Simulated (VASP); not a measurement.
# Ni (Fm-3m) in VASP: a series of runs

Runs on Ni. Level: PBE. Tasks: single point.

Everything below comes from runs of VASP 6.6.1. Logs are shortened: lines on timing, memory, paths and dates and some standing lists are left out, and cuts for length are marked.

## Step 1: Starting point

The structure is cubic, space group Fm-3m (No. 225). Conventional cell: a = 3.603 Å, b = 3.603 Å, c = 3.603 Å, α = 90.00°, β = 90.00°, γ = 90.00°. Ni (site symmetry m-3m) is surrounded by 12 Ni at 2.55 Å.

## Step 2: Single point, PBE, collinear spin, typed start

INCAR

```
SYSTEM = Ni
PREC = Accurate ; ENCUT = 520
EDIFF = 1E-6 ; ISMEAR = -1
SIGMA = 0.1 ; LREAL = .False.
LASPH = .True. ; NELM = 150
ALGO = Fast ; ISIF = 2
LWAVE = .False. ; LCHARG = .True.
ISPIN = 2 ; MAGMOM = 2
LORBIT = 11 ; LMAXMIX = 4
GGA = PE ; LELF = .True.
LVHAR = .True. ; NBANDS = 15
```

KPOINTS

```
Automatic mesh
0
Gamma
  12 12 12
  0 0 0
```

POSCAR

```
Ni
1.0
    0.0000000000      1.8015000000      1.8015000000
    1.8015000000      0.0000000000      1.8015000000
    1.8015000000      1.8015000000      0.0000000000
Ni
1
Direct
    0.0000000000      0.0000000000      0.0000000000
```

Potentials or basis: VASP PAW PBE potentials, release 64 (Ni).

Launch:

```bash
$ cat potpaw_PBE.64/Ni/POTCAR > POTCAR
$ mpirun -np 1 vasp_std > vasp.out
```

OUTCAR:

```text
SYSTEM = Ni
   PREC = Accurate
   ENCUT = 520
   EDIFF = 1E-6
   ISMEAR = -1
   LREAL = .False.
   LASPH = .True.
   NELM = 150
   ISIF = 2
   ISPIN = 2
   LORBIT = 11
   GGA = PE

 ion  position               nearest neighbor table
   1  0.000  0.000  0.000-

  LATTYP: Found a face centered cubic cell.
 ALAT       =     3.6030000000

  Lattice vectors:

 A1 = (   0.0000000000,   1.8015000000,   1.8015000000)
 A2 = (   1.8015000000,   0.0000000000,   1.8015000000)
 A3 = (   1.8015000000,   1.8015000000,   0.0000000000)

Analysis of symmetry for initial positions (statically):
=====================================================================
 Subroutine PRICEL returns:
 Original cell was already a primitive cell.

 Routine SETGRP: Setting up the symmetry group for a
 face centered cubic supercell.

 Subroutine GETGRP returns: Found 48 space group operations
 (whereof 48 operations were pure point group operations)
 out of a pool of 48 trial point group operations.

The static configuration has the point symmetry O_h .

Analysis of symmetry for dynamics (positions and initial velocities):
=====================================================================
 Subroutine PRICEL returns:
 Original cell was already a primitive cell.

 Routine SETGRP: Setting up the symmetry group for a
 face centered cubic supercell.

 Subroutine GETGRP returns: Found 48 space group operations
 (whereof 48 operations were pure point group operations)
 out of a pool of 48 trial point group operations.

The dynamic configuration has the point symmetry O_h .

Analysis of structural, dynamic, and magnetic symmetry:
=====================================================================
 Subroutine PRICEL returns:
 Original cell was already a primitive cell.

 Routine SETGRP: Setting up the symmetry group for a
 face centered cubic supercell.

 Subroutine GETGRP returns: Found 48 space group operations
 (whereof 48 operations were pure point group operations)
 out of a pool of 48 trial point group operations.

The overall configuration has the point symmetry O_h .

 Subroutine INISYM returns: Found 48 space group operations
 (whereof 48 operations are pure point group operations),
 and found     1 'primitive' translations

----------------------------------------------------------------------------------------

                                     Primitive cell

  volume of cell :      11.6932

  direct lattice vectors                    reciprocal lattice vectors
     0.000000000  1.801500000  1.801500000    -0.277546489  0.277546489  0.277546489
     1.801500000  0.000000000  1.801500000     0.277546489 -0.277546489  0.277546489
     1.801500000  1.801500000  0.000000000     0.277546489  0.277546489 -0.277546489

  length of vectors
     2.547705733  2.547705733  2.547705733     0.480724620  0.480724620  0.480724620

  position of ions in fractional coordinates (direct lattice)
     0.000000000  0.000000000  0.000000000

  ion indices of the primitive-cell ions
   primitive index   ion index
                 1           1

----------------------------------------------------------------------------------------

 KPOINTS: Automatic mesh

Automatic generation of k-mesh.
 Grid dimensions read from file:
 generate k-points for:   12   12   12

 Generating k-lattice:

  Cartesian coordinates                     Fractional coordinates (reciprocal lattice)
    -0.023128874  0.023128874  0.023128874     0.083333333  0.000000000  0.000000000
     0.023128874 -0.023128874  0.023128874     0.000000000  0.083333333  0.000000000
     0.023128874  0.023128874 -0.023128874     0.000000000  0.000000000  0.083333333

  Length of vectors
     0.040060385  0.040060385  0.040060385

  Shift w.r.t. Gamma in fractional coordinates (k-lattice)
     0.000000000  0.000000000  0.000000000

 Subroutine IBZKPT returns following result:
 ===========================================

 Found     72 irreducible k-points:

 Following reciprocal coordinates:
            Coordinates               Weight
  0.000000  0.000000  0.000000      1.000000
  0.083333  0.000000  0.000000      8.000000
  0.166667  0.000000  0.000000      8.000000
  0.250000  0.000000  0.000000      8.000000
  0.333333  0.000000  0.000000      8.000000
  0.416667  0.000000  0.000000      8.000000
[... 16 lines left out ...]
  0.500000  0.166667  0.000000     24.000000
 -0.416667  0.166667  0.000000     24.000000
 [... further k-points ...]
   k-points           NKPTS =     72   k-points in BZ     NKDIM =     72   number of bands    NBANDS=     15
   number of dos      NEDOS =    301   number of ions     NIONS =      1
   total plane-waves  NPLWV =   8000
   dimension x,y,z NGX =    20 NGY =   20 NGZ =   20
   dimension x,y,z NGXF=    40 NGYF=   40 NGZF=   40
   ions per type =               1
   NGX,Y,Z   is equivalent  to a cutoff of  13.05, 13.05, 13.05 a.u.
   NGXF,Y,Z  is equivalent  to a cutoff of  26.10, 26.10, 26.10 a.u.
 SYSTEM =  Ni
   PREC   = accura    normal or accurate (medium, high low for compatibility)
   ISTART =      0    job   : 0-new  1-cont  2-samecut
   ICHARG =      2    charge: 1-file 2-atom 10-const
   ISPIN  =      2    spin polarized calculation?
   LNONCOLLINEAR =      F non collinear calculations
   LSORBIT =      F    spin-orbit coupling
   LASPH  =      T    aspherical Exc in radial PAW
   ENCUT  =  520.0 eV  38.22 Ry    6.18 a.u.   4.74  4.74  4.74*2*pi/ulx,y,z
   NELM   =    150;   NELMIN=  2; NELMDL= -5     # of ELM steps
   EDIFF  = 0.1E-05   stopping-criterion for ELM
   LREAL  =      F    real-space projection
   EDIFFG = 0.1E-04   stopping-criterion for IOM
   NSW    =      0    number of steps for IOM
   IBRION =     -1    ionic relax: 0-MD 1-quasi-New 2-CG
   NFREE  =      0    steps in history (QN), initial steepest desc. (CG)
   ISIF   =      2    stress and relaxation
   ISYM   =      2    0-nonsym 1-usesym 2-fastsym
   POTIM  = 0.5000    time-step for ionic-motion
   TEBEG  =    0.0;   TEEND  =   0.0 temperature during run
   PSTRESS=    0.0 pullay stress
   NELECT =      10.0000    total number of electrons
   NUPDOWN=      -1.0000    fix difference up-down
   EMIN   =  10.00;   EMAX   =-10.00  energy-range for DOS
   EFERMI =   0.00;   METHOD = LEGACY
   ISMEAR =    -1;   SIGMA  =   0.10  broadening in eV -4-tet -1-fermi 0-gaus
   EFERMI_NEDOS =   21; number of points for ismear=-14 and -15
   IALGO  =     68    algorithm
   IMIX   =      4    mixing-type and parameters
     AMIX     =   0.40;   BMIX     =  1.00
     AMIX_MAG =   1.60;   BMIX_MAG =  1.00
  volume/ion in A,a.u.               =      11.69        78.91
  Fermi-wavevector in a.u.,A,eV,Ry     =   1.553927  2.936496 32.853833  2.414689
  Thomas-Fermi vector in A             =   2.658087
   LORBIT       =     11    0 simple, 1 ext, 2 COOP (PROOUT), +10 PAW based schemes
   GGA     = PE    functional components
   LHFCALC =     F    Hartree Fock is set to
   AEXX    =    0.0000 exact exchange contribution
   IVDW    =     0    specifies the selected vdW correction
   LEPSILON=     F    determine dielectric tensor
   LRPA    =     F    only Hartree local field effects (RPA)
 spin polarized calculation
 RMM-DIIS sequential band-by-band and
  energy-cutoff  :      520.00
  volume of cell :       11.69
 maximum number of plane-waves:       332
   NGX =  9   NGY =  9   NGZ =  9

 number of electron      10.0000000 magnetization       2.0000000

 number of electron       9.9999989 magnetization       0.6626216

 Free energy of the ion-electron system (eV)
  ---------------------------------------------------
  ext. energy  EPLUGINS =         0.00000000
  ---------------------------------------------------
  free energy    TOTEN  =        -5.46839411 eV

  energy without entropy =       -5.41086550  energy(sigma->0) =       -5.43962980

 E-fermi :   8.3844     XC(G=0): -12.8362

 val. band max:        8.3743209698   @ k =  -0.3333   0.2500   0.0833
 cond. band min:       8.3857329130   @ k =  -0.1667   0.1667   0.0000
 fundamental gap:      0.0114119432
 Fermi energy:         8.3843517604

 spin component 1

 k-point     1 :       0.0000    0.0000    0.0000
  band No.  band energies     occupation
      1      -0.1256      1.00000
      2       6.1184      1.00000
      3       6.1184      1.00000
      4       6.1184      1.00000
      5       7.1681      0.99999
      6       7.1681      0.99999
      7      31.5064      0.00000
      8      34.8004      0.00000
      9      34.8004      0.00000
     10      34.8004      0.00000
     11      37.5414      0.00000
     12      37.5414      0.00000
     13      37.5414      0.00000
     14      40.6541      0.00000
[... 401 lines left out ...]
      2       5.7922      1.00000
      3       6.3261      1.00000
      4       6.4739      1.00000
      5       7.6329      0.99945
      6      10.4511      0.00000
      7      14.0678      0.00000
      8      24.3595      0.00000
      9      28.8621      0.00000
     10      30.1998      0.00000
     11      38.9123      0.00000
     12      39.4850      0.00000
     13      45.9191      0.00000
     14      48.6239      0.00000
     15      49.6863      0.00000

 [... further k-points ...]

 spin component 2

 k-point     1 :       0.0000    0.0000    0.0000
  band No.  band energies     occupation
      1      -0.1641      1.00000
      2       6.8994      1.00000
      3       6.8994      1.00000
      4       6.8994      1.00000
      5       7.8069      0.99691
      6       7.8069      0.99691
      7      31.3252      0.00000
      8      34.7965      0.00000
      9      34.7965      0.00000
     10      34.7965      0.00000
     11      37.6361      0.00000
     12      37.6361      0.00000
     13      37.6361      0.00000
     14      40.5166      0.00000
[... 401 lines left out ...]
      2       6.2938      1.00000
      3       6.8942      1.00000
      4       7.1327      1.00000
      5       8.4352      0.37555
      6      10.7656      0.00000
      7      14.4222      0.00000
      8      24.4321      0.00000
      9      28.9378      0.00000
     10      30.1925      0.00000
     11      38.9507      0.00000
     12      39.4523      0.00000
     13      45.9969      0.00000
     14      48.7002      0.00000
     15      49.7636      0.00000

 [... further k-points ...]

------------------------ aborting loop because EDIFF is reached ----------------------------------------

  FORCE on cell =-STRESS in cart. coord.  units (eV):
  Direction    XX          YY          ZZ          XY          YZ          ZX
  --------------------------------------------------------------------------------------
  -------------------------------------------------------------------------------------
  Total       -0.7907367     -0.7907367     -0.7907367      0.0000000      0.0000000     -0.0000000
  in kB     -108.3451994   -108.3451994   -108.3451994      0.0000000      0.0000000     -0.0000000
  external PRESSURE =    -108.3451994 kB  Pullay stress =       0.0000000 kB

 VOLUME and BASIS-vectors are now :
 -----------------------------------------------------------------------------
  energy-cutoff  :      520.00
  volume of cell :       11.69
      direct lattice vectors                 reciprocal lattice vectors
     0.000000000  1.801500000  1.801500000    -0.277546489  0.277546489  0.277546489
     1.801500000  0.000000000  1.801500000     0.277546489 -0.277546489  0.277546489
     1.801500000  1.801500000  0.000000000     0.277546489  0.277546489 -0.277546489

 POSITION                                       TOTAL-FORCE (eV/Angst)
 -----------------------------------------------------------------------------------
      0.00000      0.00000      0.00000        -0.000000      0.000000      0.000000
 -----------------------------------------------------------------------------------
    total drift:                                0.000000      0.000000      0.000000

  FREE ENERGIE OF THE ION-ELECTRON SYSTEM (eV)
  ---------------------------------------------------
  free  energy   TOTEN  =        -5.4683941109 eV

  energy  without entropy=       -5.4108654966  energy(sigma->0) =       -5.43962980

 total charge

# of ion       s       p       d       tot
------------------------------------------
    1        0.469   0.438   8.284   9.191

 magnetization (x)

# of ion       s       p       d       tot
------------------------------------------
    1       -0.006  -0.024   0.711   0.681
```

Run time: 31 s. Hardware: 1 thread of Intel Xeon Platinum 8259CL at 2.50GHz (Skylake/Cascade Lake), shared host; peak memory 0.14 GiB.

Results:

| Property | Result |
| --- | --- |
| Free energy | -5.4684 eV |
| Pressure | -10.8 GPa |
| Band gap on the k mesh | none (metal or under the smearing width) |
| Net moment | 0.66 μB per cell |
| Site moments | Ni +0.68 μB |
| Valence electrons inside the program's atomic spheres | Ni 9.19 |

Levels at points of the mesh, in eV from the Fermi level:
Spin up:
```tsv
k point	band 3	band 4	band 5	band 6	band 7	band 8
(0.00, 0.00, 0.00)	-2.27	-2.27	-1.22	-1.22	23.12	26.42
(0.50, 0.00, 0.00)	-2.25	-0.63	-0.63	-0.15	5.17	21.65
(0.50, 0.50, 0.00)	-0.58	-0.52	-0.52	2.42	8.59	14.18
```
Spin down:
```csv
k point,band 1,band 2,band 3,band 4,band 5,band 6,band 7,band 8
"(0.00, 0.00, 0.00)",-8.55,-1.48,-1.48,-1.48,-0.58,-0.58,22.94,26.41
"(0.50, 0.00, 0.00)",-4.01,-1.59,-1.59,-0.22,0.16,0.16,5.60,21.49
"(0.50, 0.50, 0.00)",-3.86,-3.19,0.08,0.37,0.37,2.37,8.85,14.18
```

## Step 3: Single point, PBE, collinear spin, typed start

INCAR

```
PREC = Accurate ; ENCUT = 520
EDIFF = 1E-7 ; ISMEAR = -1
SIGMA = 0.1 ; LREAL = False
LASPH = True ; NELM = 150
ALGO = Normal ; ISIF = 2
LWAVE = False ; LCHARG = False
ISPIN = 2 ; MAGMOM = 2
LORBIT = 11 ; LMAXMIX = 4
GGA = PE ; NBANDS = 15
```

KPOINTS

```
regular mesh
0
Gamma
  12 12 12
```

POSCAR is that of step 2.

Potentials or basis: VASP PAW PBE potentials, release 64 (Ni).

Launch:

```bash
$ cat potpaw_PBE.64/Ni/POTCAR > POTCAR
$ mpirun -np 1 vasp_std > vasp.out
```

OUTCAR:

```text
PREC = Accurate
   ENCUT = 520
   EDIFF = 1E-7
   ISMEAR = -1
   LREAL = False
   LASPH = True
   NELM = 150
   ISIF = 2
   ISPIN = 2
   LORBIT = 11
   GGA = PE

 ion  position               nearest neighbor table
   1  0.000  0.000  0.000-

  LATTYP: Found a face centered cubic cell.
 ALAT       =     3.6030000000

  Lattice vectors:

 A1 = (   0.0000000000,   1.8015000000,   1.8015000000)
 A2 = (   1.8015000000,   0.0000000000,   1.8015000000)
 A3 = (   1.8015000000,   1.8015000000,   0.0000000000)

Analysis of symmetry for initial positions (statically):
=====================================================================
 Subroutine PRICEL returns:
 Original cell was already a primitive cell.

 Routine SETGRP: Setting up the symmetry group for a
 face centered cubic supercell.

 Subroutine GETGRP returns: Found 48 space group operations
 (whereof 48 operations were pure point group operations)
 out of a pool of 48 trial point group operations.

The static configuration has the point symmetry O_h .

[... 630 lines left out ...]
     10      34.7967      0.00000
     11      37.6363      0.00000
     12      37.6363      0.00000
     13      37.6363      0.00000
     14      40.5166      0.00000
[... 403 lines left out ...]
      4       7.1333      1.00000
      5       8.4358      0.37567
      6      10.7659      0.00000
      7      14.4225      0.00000
      8      24.4323      0.00000
      9      28.9381      0.00000
     10      30.1926      0.00000
     11      38.9510      0.00000
     12      39.4524      0.00000
     13      45.9943      0.00000
     14      48.6903      0.00000
     15      49.7638      0.00000

 [... further k-points ...]

------------------------ aborting loop because EDIFF is reached ----------------------------------------

  FORCE on cell =-STRESS in cart. coord.  units (eV):
  Direction    XX          YY          ZZ          XY          YZ          ZX
  --------------------------------------------------------------------------------------
  -------------------------------------------------------------------------------------
  Total       -0.8180492     -0.8180492     -0.8180492      0.0000000      0.0000000      0.0000000
  in kB     -112.0875028   -112.0875028   -112.0875028      0.0000000      0.0000000      0.0000000
  external PRESSURE =    -112.0875028 kB  Pullay stress =       0.0000000 kB

 VOLUME and BASIS-vectors are now :
 -----------------------------------------------------------------------------
  energy-cutoff  :      520.00
  volume of cell :       11.69
      direct lattice vectors                 reciprocal lattice vectors
     0.000000000  1.801500000  1.801500000    -0.277546489  0.277546489  0.277546489
     1.801500000  0.000000000  1.801500000     0.277546489 -0.277546489  0.277546489
     1.801500000  1.801500000  0.000000000     0.277546489  0.277546489 -0.277546489

 POSITION                                       TOTAL-FORCE (eV/Angst)
 -----------------------------------------------------------------------------------
      0.00000      0.00000      0.00000        -0.000000      0.000000     -0.000000
 -----------------------------------------------------------------------------------
    total drift:                                0.000000      0.000000      0.000000

  FREE ENERGIE OF THE ION-ELECTRON SYSTEM (eV)
  ---------------------------------------------------
  free  energy   TOTEN  =        -5.4683943322 eV

  energy  without entropy=       -5.4108511631  energy(sigma->0) =       -5.43962275

 total charge

# of ion       s       p       d       tot
------------------------------------------
    1        0.469   0.438   8.284   9.191

 magnetization (x)

# of ion       s       p       d       tot
------------------------------------------
    1       -0.006  -0.024   0.711   0.681
```

OSZICAR:

```text
N       E                     dE             d eps       ncg     rms          rms(c)
DAV:   1     0.332241510993E+02    0.33224E+02   -0.45309E+03  4590   0.915E+02
DAV:   2    -0.480290880853E+01   -0.38027E+02   -0.35140E+02  4950   0.159E+02
DAV:   3    -0.631402325292E+01   -0.15111E+01   -0.15024E+01  5237   0.311E+01
DAV:   4    -0.632451900370E+01   -0.10496E-01   -0.10494E-01  5251   0.248E+00
DAV:   5    -0.632467637632E+01   -0.15737E-03   -0.15737E-03  5320   0.270E-01    0.105E+01
DAV:   6    -0.593361385736E+01    0.39106E+00   -0.14398E+01  6224   0.430E+01    0.704E+00
DAV:   7    -0.548063988199E+01    0.45297E+00   -0.31258E+00  5888   0.173E+01    0.162E+00
DAV:   8    -0.547239997226E+01    0.82399E-02   -0.18471E-02  4971   0.808E-01    0.918E-01
DAV:   9    -0.546938483054E+01    0.30151E-02   -0.17949E-03  6663   0.261E-01    0.329E-01
DAV:  10    -0.546838720473E+01    0.99763E-03   -0.17889E-03  6394   0.265E-01    0.419E-02
DAV:  11    -0.546839368667E+01   -0.64819E-05   -0.18832E-05  4777   0.365E-02    0.266E-02
DAV:  12    -0.546839473005E+01   -0.10434E-05   -0.59799E-06  6345   0.163E-02    0.146E-02
DAV:  13    -0.546839402679E+01    0.70327E-06   -0.22928E-07  4877   0.510E-03    0.588E-03
DAV:  14    -0.546839440397E+01   -0.37718E-06   -0.31393E-07  3819   0.515E-03    0.118E-03
DAV:  15    -0.546839433218E+01    0.71786E-07   -0.16334E-08  3539   0.998E-04
   1 F= -.54683943E+01 E0= -.54396227E+01  d E =-.575432E-01  mag=     0.6622
```

stdout:

```text
POSCAR found type information on POSCAR Ni
 POSCAR found :  1 types and       1 ions
 scaLAPACK will be used
 LDA part: xc-table for (Slater+PW92), standard interpolation
 POSCAR, INCAR and KPOINTS ok, starting setup
 FFT: planning ... GRIDC
 FFT: planning ... GRID_SOFT
 FFT: planning ... GRID
 WAVECAR not read
 entering main loop
```

It took 32 s on 1 thread of Intel Xeon Platinum 8259CL at 2.50GHz (Skylake/Cascade Lake), shared host; peak memory 0.14 GiB.

What came out:

* Free energy: -5.4684 eV
* Pressure: -11.2 GPa
* Band gap on the k mesh: none (metal or under the smearing width)
* Net moment: 0.66 μB per cell
* Site moments: Ni +0.68 μB
* Valence electrons inside the program's atomic spheres: Ni 9.19

Levels at points of the mesh, in eV from the Fermi level:
Spin up:
| k point | band 3 | band 4 | band 5 | band 6 | band 7 | band 8 |
| --- | --- | --- | --- | --- | --- | --- |
| (0.00, 0.00, 0.00) | -2.27 | -2.27 | -1.22 | -1.22 | 23.12 | 26.42 |
| (0.50, 0.00, 0.00) | -2.25 | -0.63 | -0.63 | -0.15 | 5.17 | 21.65 |
| (0.50, 0.50, 0.00) | -0.58 | -0.51 | -0.51 | 2.42 | 8.59 | 14.17 |
Spin down:
```
           k point  band 2  band 3  band 4  band 5  band 6  band 7
(0.00, 0.00, 0.00)   -1.49   -1.49   -1.49   -0.58   -0.58   22.94
(0.50, 0.00, 0.00)   -1.59   -1.59   -0.22    0.16    0.16    5.60
(0.50, 0.50, 0.00)   -3.19    0.08    0.37    0.37    2.37    8.85
```
